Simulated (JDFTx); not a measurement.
SiC (Moissanite), 4 atoms in the cell. The structure is hexagonal, space group P6_3mc (No. 186). Conventional cell: a = 3.076 Å, b = 3.076 Å, c = 5.048 Å, α = 90.00°, β = 90.00°, γ = 120.00°. Around Si (site symmetry 3m) lie 4 C at 1.87 to 1.94 Å. C (site symmetry 3m) is surrounded by 4 Si at 1.87 to 1.94 Å. 

| Item | Value |
| --- | --- |
| Program | JDFTx 1.7.0 (patched build) |
| Task | band structure |
| Functional | LDA |
| Potentials or basis | SG15-PBE-1.2 with smoothed tails |
| Cutoff | 1361 eV |
| Density cutoff | 10885 eV |
| k mesh | 5 × 5 × 2 |
| Occupations | fermi-dirac, width 0.05 eV |
| Spin | no spin polarisation |
| Band ratio of the Davidson solver | 1.3 |
| Local potential set to -Z/r beyond | 6 bohr |
| Bands | 14 |
| Density cutoff over wavefunction cutoff | 8 |
| Max SCF steps | 30 |
| SCF threshold on the energy | 1e-06 Ha |
| Solver of the electrons | minimize |
| Further solve for the empty bands | no |
| Start | density of an earlier self-consistent run, held fixed |
| Path | G-M-K-G-A-L-H-A-L-M-K-H |

Potentials or basis: SG15-PBE-1.2 with smoothed tails.

The run is started by

```sh
$ jdftx -c 1 -i bands.in -o bands.out
```

Hardware: 1 thread of AMD EPYC 7571, on a shared host.

Q: Estimate the wall time of this run.

A: It took 84 s on 1 thread of AMD EPYC 7571, with other jobs on the host, peak memory 0.11 GiB. Counts: scf iterations 0, bands 14, plane waves 4713.
